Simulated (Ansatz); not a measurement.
# ZnS: the cost of one run

Method: DFT r2SCAN, scalar-relativistic, plane waves, PAW, in Ansatz 0.2.0.

2 further runs of the same task are left out: 2 set aside as unsound or not needed.

## (1) The structure to begin with

The structure is hexagonal, space group P6_3mc (No. 186). The conventional cell has a = 3.807 Å, b = 3.807 Å, c = 6.246 Å, α = 90.00°, β = 90.00°, γ = 120.00°. Around Zn (site symmetry 3m) lie 4 S at 2.33 to 2.34 Å. S (site symmetry 3m) is surrounded by 4 Zn at 2.33 to 2.34 Å.

As a file:

```xyz
8
Lattice="-3.8067 0.0000 0.0000 0.0000 0.0000 -6.2457 0.0000 -6.5934 0.0000" Properties=species:S:1:pos:R:3 pbc="T T T"
Zn   -1.9034   -1.0989   -6.2121
Zn    0.0000   -4.3956   -6.2121
Zn    0.0000   -2.1978   -3.0892
Zn   -1.9034   -5.4945   -3.0892
S    -1.9034   -1.0989   -3.8748
S     0.0000   -4.3956   -3.8748
S     0.0000   -2.1978   -0.7519
S    -1.9034   -5.4945   -0.7519
```

It is built from the cell relaxed beforehand with the same method (19.60 Å³/atom).

## (2) The reference cell

The cell is repeated 2 times, 8 atoms in all. The reference gives a free energy of -16933.7797 eV, pressure -0.03 GPa, largest force 0.001 eV/Å and gap on the mesh 2.78 eV. It was computed beforehand with the settings of the runs below.

## (3) The scan: a frozen normal mode

Mode 23 of the phonon run on this cell, counted from the lowest, is frozen in: each atom moves by x times its row below, so x is the largest displacement.

```
atom     ux      uy      uz
 Zn1  0.000  -0.063   0.196
 Zn2  0.000   0.063  -0.110
 Zn3  0.000  -0.063  -0.196
 Zn4  0.000   0.063   0.110
  S5  0.000  -0.678  -0.735
  S6  0.000   0.678   0.000
  S7  0.000  -0.678   0.735
  S8  0.000   0.678   0.000
```

## (4) At x = -0.120 Å

The input, input.yaml:

```yaml
crystal:
  lattice:
    - [-3.8067217533, 0.0, 0.0]
    - [0.0, 0.0, -6.2457351331]
    - [0.0, -6.593435487, 0.0]
  atoms:
    - { symbol: Zn, position: [0.5, 0.9983750704, 0.1655245653] }
    - { symbol: Zn, position: [0.0, 0.9925065047, 0.6678073554] }
    - { symbol: Zn, position: [0.0, 0.4908487882, 0.3321912319] }
    - { symbol: Zn, position: [0.5, 0.4967173539, 0.834474022] }
    - { symbol: S, position: [0.5, 0.6062636518, 0.1543287572] }
    - { symbol: S, position: [0.0, 0.6203880707, 0.6790074571] }
    - { symbol: S, position: [0.0, 0.1345124896, 0.3209954238] }
    - { symbol: S, position: [0.5, 0.1203880707, 0.8456741237] }
basis:
  ecutwfc: 500
kpoints:
  mp_grid: { grid: [6, 4, 4] }
hamiltonian:
  xc: r2scan
scf:
  occupations: { method: gaussian, width: 0.05 }
output:
  forces: true
  stress: true
  eigenvalues: true
```

Launch:

```console
ansatz run input.yaml --threads 2 --pin off --max-ram 5120MiB --backend cpu --events-out ev --progress --plain --runs-dir out
```

Q: Estimate wall time and peak memory on 2 threads of Oxide Virtual Turin-like (Zen 5), shared host.

About 37 s, with a peak of 0.78 GiB.
